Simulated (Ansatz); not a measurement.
Y, DFT, PBE, PAW with Ansatz's default frozen-core files, scalar-relativistic (Ansatz 0.2.0), run on 1 thread of Arm Neoverse V2 on a shared host.

The cell is COD entry 1539818, as deposited and not checked against the literature; nothing was relaxed.

Command: `ansatz run input.yaml --threads 1 --pin off --max-ram 2048MiB --backend cpu --events-out ev --progress --plain --runs-dir out`

```yaml
crystal:
  lattice:
    - [3.6514992371, 0.0, 0.0]
    - [-1.8257496185, 3.1622911012, 0.0]
    - [0.0, 0.0, 5.7474]
  atoms:
    - { symbol: "Y", position: [0.3333333333, 0.6666666667, 0.25] }
    - { symbol: "Y", position: [0.6666666667, 0.3333333333, 0.75] }
kpoints:
  mp_grid: { grid: [12, 12, 7] }
  band_path:
    path:
      - [0.0, 0.0, 0.0]
      - [0.5, 0.0, 0.0]
      - [0.3333333333, 0.3333333333, 0.0]
      - [0.0, 0.0, 0.0]
      - [0.0, 0.0, 0.5]
      - [0.5, 0.0, 0.5]
      - [0.3333333333, 0.3333333333, 0.5]
      - [0.0, 0.0, 0.5]
      - [0.5, 0.0, 0.5]
    npoints: 14
scf:
  occupations: { method: fermi_dirac, width: 0.08 }
hamiltonian:
  xc: pbe
  pseudopotentials: { kind: paw }
output:
  forces: true
  stress: true
  eigenvalues: true
  efg: { contact_densities: true }
  populations: true
  bader: true
  dos: { projected: true, de: 0.2, e_range: [-14, 8] }
  write_density: true
  write_potential: true
  elf: true
  volumetric_format: npy
```

**Question.** How large is the problem that the program sets up?

**Answer.** 76 irreducible k-points, 1291 plane waves at Γ, 15 bands.

**Question.** About how long does it take, and how much memory does it use?

**Answer.** 17 s of wall time for 6 SCF iterations, with a peak of 0.38 GiB. Times on shared machines scatter by tens of per cent.

**Question.** And the same cell and mesh by full-potential LAPW, asked for forces, stress, eigenvalues, populations, dos and the same band path, on the same hardware?

**Answer.** 19 s, peak memory 0.37 GiB.

**Question.** And the same cell and mesh by crystal-made all-electron datasets, asked for forces, stress, eigenvalues, efg and the same band path, on the same hardware?

**Answer.** 10 s, peak memory 0.39 GiB.
